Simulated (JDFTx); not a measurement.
SnTe:

```xyz
2
Lattice="0.0000 3.1509 3.1509 3.1509 0.0000 3.1509 3.1509 3.1509 0.0000" Properties=species:S:1:pos:R:3 pbc="T T T"
Te    3.1509    3.1509    3.1509
Sn    0.0000    0.0000    0.0000
```

Base run:

```yaml
Program: JDFTx 1.7.0 (patched build)
Functional: PBE
Potentials_or_basis: PseudoDojo-SR-PBE-0.4.1-standard (Te) + PseudoDojo-SR-PBE-0.5-standard (Sn) with smoothed tails
Cutoff: 1088 eV
Density_cutoff: 8708 eV
k_mesh: 7 × 7 × 7
Occupations: fermi-dirac, width 0.05 eV
Spin: no spin polarisation
```

Its results: pressure 2.3 GPa.

Q: The run is repeated on the same cell with these changes: functional from PBE to LDA; potentials or basis from PseudoDojo-SR-PBE-0.4.1-standard (Te) + PseudoDojo-SR-PBE-0.5-standard (Sn) with smoothed tails to PseudoDojo-SR-LDA-0.4.1-standard. What comes out?

A: Pressure -1.6 GPa.

Not every run made on this cell is shown here.
